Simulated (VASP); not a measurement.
AgCl (Chlorargyrite):

```
Ag Cl
1.0
     0.00000    2.73500    2.73500
     2.73500    0.00000    2.73500
     2.73500    2.73500    0.00000
Ag Cl
1 1
Direct
  0.00000 0.00000 0.00000
  0.50000 0.50000 0.50000
```

Base run:

| Item | Value |
| --- | --- |
| Program | VASP 6.6.1 |
| Functional | r2SCAN |
| Potentials or basis | VASP PAW PBE potentials, release 64 (Ag, Cl) |
| Cutoff | 520 eV |
| k mesh | 8 × 8 × 8 |
| Occupations | gaussian, width 0.02 eV |
| Spin | no spin polarisation |

Its results: band gap on the k mesh 1.42 eV, indirect (least direct gap 3.85 eV).

Question: The run is repeated on the same cell with these changes: functional from r2SCAN to PBEsol; further incar settings from ALGO = Normal; EDIFF = 1e-06; NBANDS = 16 to ALGO = Fast; EDIFF = 1e-06; NBANDS = 16. What comes out?

Answer: Band gap on the k mesh 0.72 eV, indirect (least direct gap 3.18 eV).
